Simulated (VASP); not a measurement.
# TePb (Pm-3m) in VASP: notebook

One crystal, TePb, is run at these levels: PBEsol; tasks: single point.

Everything below comes from runs of VASP 6.6.1. Logs are shortened: lines on timing, memory, paths and dates and some standing lists are left out, and cuts for length are marked.

### 1 The crystal as given

It takes space group Pm-3m (No. 221, cubic). Conventional cell: a = 4.002 Å, b = 4.002 Å, c = 4.002 Å, α = 90.00°, β = 90.00°, γ = 90.00°. Te (site symmetry m-3m) is surrounded by 8 Pb at 3.47 Å. Pb (site symmetry m-3m) has 8 Te at 3.47 Å as nearest neighbours.

Measurements of this composition are mostly on another form, of space group No. 225.

### 2 Single point, PBEsol

Input file INCAR:

```
PREC = Accurate
ENCUT = 520
EDIFF = 1E-7
ISMEAR = 0
SIGMA = 0.05
LREAL = F
LASPH = T
NELM = 100
ALGO = Fast
ISIF = 2
LWAVE = F
LCHARG = F
GGA = PS
NBANDS = 17
```

Input file KPOINTS:

```
regular mesh
0
Gamma
  8 8 8
```

Input file POSCAR:

```
TePb
1.0
    4.0022870000      0.0000000000      0.0000000000
    0.0000000000      4.0022870000      0.0000000000
    0.0000000000      0.0000000000      4.0022870000
Te Pb
1 1
Direct
    0.5000000000      0.5000000000      0.5000000000
    0.0000000000      0.0000000000      0.0000000000
```

Potentials or basis: VASP PAW PBE potentials, release 64 (Te, Pb_d).

The run is started by

```bash
cat potpaw_PBE.64/Te/POTCAR potpaw_PBE.64/Pb_d/POTCAR > POTCAR
mpirun -np 1 vasp_std > vasp.out
```

OUTCAR:

```text
PREC = Accurate
   ENCUT = 520
   EDIFF = 1E-7
   ISMEAR = 0
   LREAL = F
   LASPH = T
   NELM = 100
   ISIF = 2
   GGA = PS

 ion  position               nearest neighbor table
   1  0.500  0.500  0.500-   2 3.47   2 3.47   2 3.47   2 3.47   2 3.47   2 3.47   2 3.47   2 3.47

   2  0.000  0.000  0.000-   1 3.47   1 3.47   1 3.47   1 3.47   1 3.47   1 3.47   1 3.47   1 3.47

  LATTYP: Found a simple cubic cell.
 ALAT       =     4.0022870000

  Lattice vectors:

 A1 = (   4.0022870000,   0.0000000000,   0.0000000000)
 A2 = (   0.0000000000,   4.0022870000,   0.0000000000)
 A3 = (   0.0000000000,   0.0000000000,   4.0022870000)

Analysis of symmetry for initial positions (statically):
=====================================================================
 Subroutine PRICEL returns:
 Original cell was already a primitive cell.

 Routine SETGRP: Setting up the symmetry group for a
 simple cubic supercell.

 Subroutine GETGRP returns: Found 48 space group operations
 (whereof 48 operations were pure point group operations)
 out of a pool of 48 trial point group operations.

The static configuration has the point symmetry O_h .

Analysis of symmetry for dynamics (positions and initial velocities):
=====================================================================
 Subroutine PRICEL returns:
 Original cell was already a primitive cell.

 Routine SETGRP: Setting up the symmetry group for a
 simple cubic supercell.

 Subroutine GETGRP returns: Found 48 space group operations
 (whereof 48 operations were pure point group operations)
 out of a pool of 48 trial point group operations.

The dynamic configuration has the point symmetry O_h .

 Subroutine INISYM returns: Found 48 space group operations
 (whereof 48 operations are pure point group operations),
 and found     1 'primitive' translations

----------------------------------------------------------------------------------------

                                     Primitive cell

  volume of cell :      64.1098

  direct lattice vectors                    reciprocal lattice vectors
     4.002287000  0.000000000  0.000000000     0.249857144  0.000000000  0.000000000
     0.000000000  4.002287000  0.000000000     0.000000000  0.249857144  0.000000000
     0.000000000  0.000000000  4.002287000     0.000000000  0.000000000  0.249857144

  length of vectors
     4.002287000  4.002287000  4.002287000     0.249857144  0.249857144  0.249857144

  position of ions in fractional coordinates (direct lattice)
     0.500000000  0.500000000  0.500000000
     0.000000000  0.000000000  0.000000000

  ion indices of the primitive-cell ions
   primitive index   ion index
                 1           1
                 2           2

----------------------------------------------------------------------------------------

 KPOINTS: regular mesh

Automatic generation of k-mesh.
 Grid dimensions read from file:
 generate k-points for:    8    8    8

 Generating k-lattice:

  Cartesian coordinates                     Fractional coordinates (reciprocal lattice)
     0.031232143  0.000000000  0.000000000     0.125000000  0.000000000  0.000000000
     0.000000000  0.031232143  0.000000000     0.000000000  0.125000000  0.000000000
     0.000000000  0.000000000  0.031232143     0.000000000  0.000000000  0.125000000

  Length of vectors
     0.031232143  0.031232143  0.031232143

  Shift w.r.t. Gamma in fractional coordinates (k-lattice)
     0.000000000  0.000000000  0.000000000

 Subroutine IBZKPT returns following result:
 ===========================================

 Found     35 irreducible k-points:

 Following reciprocal coordinates:
            Coordinates               Weight
  0.000000  0.000000  0.000000      1.000000
  0.125000  0.000000  0.000000      6.000000
  0.250000  0.000000  0.000000      6.000000
  0.375000  0.000000  0.000000      6.000000
  0.500000  0.000000  0.000000      3.000000
  0.125000  0.125000  0.000000     12.000000
[... 16 lines left out ...]
  0.375000  0.375000  0.125000     24.000000
  0.500000  0.375000  0.125000     24.000000
 [... further k-points ...]
   k-points           NKPTS =     35   k-points in BZ     NKDIM =     35   number of bands    NBANDS=     17
   number of dos      NEDOS =    301   number of ions     NIONS =      2
   total plane-waves  NPLWV =  27000
   dimension x,y,z NGX =    30 NGY =   30 NGZ =   30
   dimension x,y,z NGXF=    60 NGYF=   60 NGZF=   60
   ions per type =               1   1
   NGX,Y,Z   is equivalent  to a cutoff of  12.46, 12.46, 12.46 a.u.
   NGXF,Y,Z  is equivalent  to a cutoff of  24.92, 24.92, 24.92 a.u.
 SYSTEM =  unknown system
   PREC   = accura    normal or accurate (medium, high low for compatibility)
   ISTART =      0    job   : 0-new  1-cont  2-samecut
   ICHARG =      2    charge: 1-file 2-atom 10-const
   ISPIN  =      1    spin polarized calculation?
   LNONCOLLINEAR =      F non collinear calculations
   LSORBIT =      F    spin-orbit coupling
   LASPH  =      T    aspherical Exc in radial PAW
   ENCUT  =  520.0 eV  38.22 Ry    6.18 a.u.   7.44  7.44  7.44*2*pi/ulx,y,z
   NELM   =    100;   NELMIN=  2; NELMDL= -5     # of ELM steps
   EDIFF  = 0.1E-06   stopping-criterion for ELM
   LREAL  =      F    real-space projection
   EDIFFG = 0.1E-05   stopping-criterion for IOM
   NSW    =      0    number of steps for IOM
   IBRION =     -1    ionic relax: 0-MD 1-quasi-New 2-CG
   NFREE  =      0    steps in history (QN), initial steepest desc. (CG)
   ISIF   =      2    stress and relaxation
   ISYM   =      2    0-nonsym 1-usesym 2-fastsym
   POTIM  = 0.5000    time-step for ionic-motion
   TEBEG  =    0.0;   TEEND  =   0.0 temperature during run
   PSTRESS=    0.0 pullay stress
   NELECT =      20.0000    total number of electrons
   NUPDOWN=      -1.0000    fix difference up-down
   EMIN   =  10.00;   EMAX   =-10.00  energy-range for DOS
   EFERMI =   0.00;   METHOD = LEGACY
   ISMEAR =     0;   SIGMA  =   0.05  broadening in eV -4-tet -1-fermi 0-gaus
   EFERMI_NEDOS =   21; number of points for ismear=-14 and -15
   IALGO  =     68    algorithm
   IMIX   =      4    mixing-type and parameters
     AMIX     =   0.40;   BMIX     =  1.00
     AMIX_MAG =   1.60;   BMIX_MAG =  1.00
  volume/ion in A,a.u.               =      32.05       216.32
  Fermi-wavevector in a.u.,A,eV,Ry     =   1.110307  2.098177 16.773027  1.232783
  Thomas-Fermi vector in A             =   2.246857
   LORBIT       =      0    0 simple, 1 ext, 2 COOP (PROOUT), +10 PAW based schemes
   GGA     = PS    functional components
   LHFCALC =     F    Hartree Fock is set to
   AEXX    =    0.0000 exact exchange contribution
   IVDW    =     0    specifies the selected vdW correction
   LEPSILON=     F    determine dielectric tensor
   LRPA    =     F    only Hartree local field effects (RPA)
 non-spin polarized calculation
 RMM-DIIS sequential band-by-band and
 Gauss-broadening in eV      SIGMA  =   0.05
  energy-cutoff  :      520.00
  volume of cell :       64.11
 maximum number of plane-waves:      1751
 NGX is ok and might be reduce to    30
   NGX = 15   NGY = 15   NGZ = 15

 number of electron      20.0000009 magnetization

 Free energy of the ion-electron system (eV)
  ---------------------------------------------------
  ext. energy  EPLUGINS =         0.00000000
  ---------------------------------------------------
  free energy    TOTEN  =        -7.83326958 eV

  energy without entropy =       -7.83163491  energy(sigma->0) =       -7.83245224

 E-fermi :   6.2420     XC(G=0):  -9.8323

 val. band max:        6.1776670684   @ k =   0.2500   0.1250   0.1250
 cond. band min:       6.2682988026   @ k =   0.3750   0.3750   0.3750
 fundamental gap:      0.0906317343
 Fermi energy:         6.2420243557

 k-point     1 :       0.0000    0.0000    0.0000
  band No.  band energies     occupation
      1     -10.8407      2.00000
      2     -10.8407      2.00000
      3     -10.7570      2.00000
      4     -10.7570      2.00000
      5     -10.7570      2.00000
      6      -5.9480      2.00000
[... 9 lines left out ...]
     16      16.1114      0.00000
     17      17.2698      0.00000

 k-point     2 :       0.1250    0.0000    0.0000
  band No.  band energies     occupation
      1     -10.8402      2.00000
      2     -10.8304      2.00000
      3     -10.7608      2.00000
      4     -10.7608      2.00000
      5     -10.7567      2.00000
      6      -5.8234      2.00000
[... 9 lines left out ...]
     16      16.5539      0.00000
     17      16.6713      0.00000

 k-point     3 :       0.2500    0.0000    0.0000
  band No.  band energies     occupation
      1     -10.8389      2.00000
      2     -10.8055      2.00000
      3     -10.7699      2.00000
      4     -10.7699      2.00000
      5     -10.7561      2.00000
      6      -5.4639      2.00000
[... 9 lines left out ...]
     16      14.8815      0.00000
     17      16.6705      0.00000

 k-point     4 :       0.3750    0.0000    0.0000
  band No.  band energies     occupation
      1     -10.8376      2.00000
      2     -10.7807      2.00000
      3     -10.7790      2.00000
      4     -10.7790      2.00000
      5     -10.7554      2.00000
      6      -4.9429      2.00000
[... 9 lines left out ...]
     16      15.6127      0.00000
     17      17.3138      0.00000

 k-point     5 :       0.5000    0.0000    0.0000
  band No.  band energies     occupation
      1     -10.8371      2.00000
      2     -10.7828      2.00000
      3     -10.7828      2.00000
      4     -10.7705      2.00000
      5     -10.7552      2.00000
      6      -4.5989      2.00000
[... 9 lines left out ...]
     16      17.7069      0.00000
     17      18.2276      0.00000

 k-point     6 :       0.1250    0.1250    0.0000
  band No.  band energies     occupation
      1     -10.8348      2.00000
      2     -10.8248      2.00000
      3     -10.7650      2.00000
      4     -10.7609      2.00000
      5     -10.7600      2.00000
      6      -5.7000      2.00000
[... 9 lines left out ...]
     16      15.4031      0.00000
     17      15.8814      0.00000

 k-point     7 :       0.2500    0.1250    0.0000
  band No.  band energies     occupation
      1     -10.8318      2.00000
      2     -10.8016      2.00000
      3     -10.7753      2.00000
      4     -10.7694      2.00000
      5     -10.7595      2.00000
      6      -5.3454      2.00000
[... 9 lines left out ...]
     16      14.8383      0.00000
     17      15.5717      0.00000

 k-point     8 :       0.3750    0.1250    0.0000
  band No.  band energies     occupation
      1     -10.8302      2.00000
      2     -10.7855      2.00000
      3     -10.7783      2.00000
      4     -10.7768      2.00000
      5     -10.7587      2.00000
      6      -4.8371      2.00000
[... 9 lines left out ...]
     16      15.7337      0.00000
     17      15.8938      0.00000
[... 203 lines left out ...]
      1     -10.8213      2.00000
      2     -10.7904      2.00000
      3     -10.7869      2.00000
      4     -10.7637      2.00000
      5     -10.7616      2.00000
      6      -4.4231      2.00000
[... 9 lines left out ...]
     16      14.9849      0.00000
     17      15.0926      0.00000

 k-point    20 :       0.2500    0.2500    0.1250
  band No.  band energies     occupation
      1     -10.8102      2.00000
      2     -10.7875      2.00000
      3     -10.7852      2.00000
      4     -10.7738      2.00000
      5     -10.7714      2.00000
      6      -4.9019      2.00000
[... 9 lines left out ...]
     16      15.0067      0.00000
     17      15.6397      0.00000

 k-point    21 :       0.3750    0.2500    0.1250
  band No.  band energies     occupation
      1     -10.8060      2.00000
      2     -10.7998      2.00000
      3     -10.7819      2.00000
      4     -10.7711      2.00000
      5     -10.7624      2.00000
      6      -4.4574      2.00000
[... 9 lines left out ...]
     16      14.7332      0.00000
     17      15.8922      0.00000

 k-point    22 :       0.5000    0.2500    0.1250
  band No.  band energies     occupation
      1     -10.8050      2.00000
      2     -10.8049      2.00000
      3     -10.7857      2.00000
      4     -10.7705      2.00000
      5     -10.7523      2.00000
      6      -4.1980      2.00000
[... 9 lines left out ...]
     16      14.5404      0.00000
     17      15.9827      0.00000

 k-point    23 :       0.3750    0.3750    0.1250
  band No.  band energies     occupation
      1     -10.8145      2.00000
      2     -10.7966      2.00000
      3     -10.7803      2.00000
      4     -10.7792      2.00000
      5     -10.7445      2.00000
      6      -4.1135      2.00000
[... 9 lines left out ...]
     16      15.0142      0.00000
     17      16.0728      0.00000

 k-point    24 :       0.5000    0.3750    0.1250
  band No.  band energies     occupation
      1     -10.8204      2.00000
      2     -10.7941      2.00000
      3     -10.7833      2.00000
      4     -10.7788      2.00000
      5     -10.7356      2.00000
      6      -3.9391      2.00000
[... 9 lines left out ...]
     16      15.1756      0.00000
     17      15.9160      0.00000

 [... further k-points ...]

------------------------ aborting loop because EDIFF is reached ----------------------------------------

  FORCE on cell =-STRESS in cart. coord.  units (eV):
  Direction    XX          YY          ZZ          XY          YZ          ZX
  --------------------------------------------------------------------------------------
  -------------------------------------------------------------------------------------
  Total       -1.0503214     -1.0503214     -1.0503214     -0.0000000     -0.0000000      0.0000000
  in kB      -26.2487188    -26.2487188    -26.2487188     -0.0000000     -0.0000000      0.0000000
  external PRESSURE =     -26.2487188 kB  Pullay stress =       0.0000000 kB

 VOLUME and BASIS-vectors are now :
 -----------------------------------------------------------------------------
  energy-cutoff  :      520.00
  volume of cell :       64.11
      direct lattice vectors                 reciprocal lattice vectors
     4.002287000  0.000000000  0.000000000     0.249857144  0.000000000  0.000000000
     0.000000000  4.002287000  0.000000000     0.000000000  0.249857144  0.000000000
     0.000000000  0.000000000  4.002287000     0.000000000  0.000000000  0.249857144

 POSITION                                       TOTAL-FORCE (eV/Angst)
 -----------------------------------------------------------------------------------
      2.00114      2.00114      2.00114         0.000000      0.000000      0.000000
      0.00000      0.00000      0.00000         0.000000      0.000000      0.000000
 -----------------------------------------------------------------------------------
    total drift:                                0.000000     -0.000000     -0.000000

  FREE ENERGIE OF THE ION-ELECTRON SYSTEM (eV)
  ---------------------------------------------------
  free  energy   TOTEN  =        -7.8332695792 eV

  energy  without entropy=       -7.8316349065  energy(sigma->0) =       -7.83245224
```

Run time: 31 s. Hardware: 1 thread of Intel Xeon Platinum 8488C (Sapphire Rapids), shared host; peak memory 0.18 GiB.

What came out:

- Free energy: -7.8333 eV
- Pressure: -2.6 GPa
- Band gap on the k mesh: none (metal or under the smearing width)

Levels at points of the mesh, in eV from the Fermi level:
```tsv
k point	band 6	band 7	band 8	band 9	band 10	band 11	band 12	band 13	band 14	band 15
(0.00, 0.00, 0.00)	-12.19	-6.81	-1.58	-1.58	-1.58	3.95	3.95	5.21	5.21	5.21
(0.50, 0.00, 0.00)	-10.84	-9.09	-0.78	-0.15	-0.15	0.12	2.28	2.28	5.29	6.72
(0.50, 0.50, 0.00)	-10.11	-7.95	-4.42	-4.42	0.23	3.47	3.67	3.67	5.96	6.81
(0.50, 0.50, 0.50)	-9.73	-7.20	-2.48	-2.48	-2.48	-1.10	-1.10	-1.10	13.49	13.49
```

Caveat: the PAW data sets were made with another functional, which shifts forces and pressure a little.

### 3 Single point, PBEsol

This run uses another cell than the first one, of 25.06 Å³/atom, 0.782 times its volume.

Input file INCAR:

```
SYSTEM = TePb
ALGO     = Normal         ! electronic algorithm
EDIFF    = 1E-6           ! SCF threshold, eV
ENCUT    = 520            ! plane-wave cutoff, eV
GGA      = PS             ! functional
ISIF     = 2              ! what is computed and relaxed
ISMEAR   = 0              ! smearing method
LASPH    = .TRUE.         ! aspherical terms in the spheres
LCHARG   = .FALSE.        ! write CHGCAR
LREAL    = .FALSE.        ! projectors in reciprocal space
LWAVE    = .FALSE.        ! write WAVECAR
NBANDS   = 17             ! bands
NELM     = 100            ! most SCF steps
PREC     = Accurate       ! precision mode
SIGMA    = 0.05           ! smearing width, eV
```

Input file KPOINTS:

```
k-points
0
G
  10 10 10
  0 0 0
```

Input file POSCAR:

```
TePb
1.0
    3.6868325550      0.0000000000      0.0000000000
    0.0000000000      3.6868325550      0.0000000000
    0.0000000000      0.0000000000      3.6868325550
Te Pb
1 1
Direct
    0.5000000000      0.5000000000      0.5000000000
    0.0000000000      0.0000000000      0.0000000000
```

Potentials or basis: VASP PAW PBE potentials, release 64 (Te, Pb_d).

The run is started by

```bash
cat potpaw_PBE.64/Te/POTCAR potpaw_PBE.64/Pb_d/POTCAR > POTCAR
mpirun -np 1 vasp_std > vasp.out
```

Run time: 23 s. Hardware: 1 thread of Intel Xeon Platinum 8488C (Sapphire Rapids), shared host; peak memory 0.18 GiB.

It converged, with:

```yaml
Free_energy: -7.5611 eV
Pressure: 12.4 GPa
Band_gap_on_the_k_mesh: none (metal or under the smearing width)
```

Levels at points of the mesh, in eV from the Fermi level:
```
           k point  band 6  band 7  band 8  band 9  band 10  band 11  band 12  band 13  band 14  band 15
(0.00, 0.00, 0.00)  -13.98   -5.82   -2.10   -2.10    -2.10     3.69     3.69     7.15     7.15     7.15
(0.50, 0.00, 0.00)  -11.97  -10.14   -0.05   -0.05    -0.04     0.69     2.64     2.64     4.87     7.08
(0.50, 0.50, 0.00)  -10.52   -8.08   -5.87   -5.87     0.41     4.46     4.52     4.52     6.61     8.19
(0.50, 0.50, 0.50)   -9.96   -6.75   -3.26   -3.26    -3.26    -1.80    -1.80    -1.80    16.31    16.31
```

Caveat: the PAW data sets were made with another functional, which shifts forces and pressure a little.
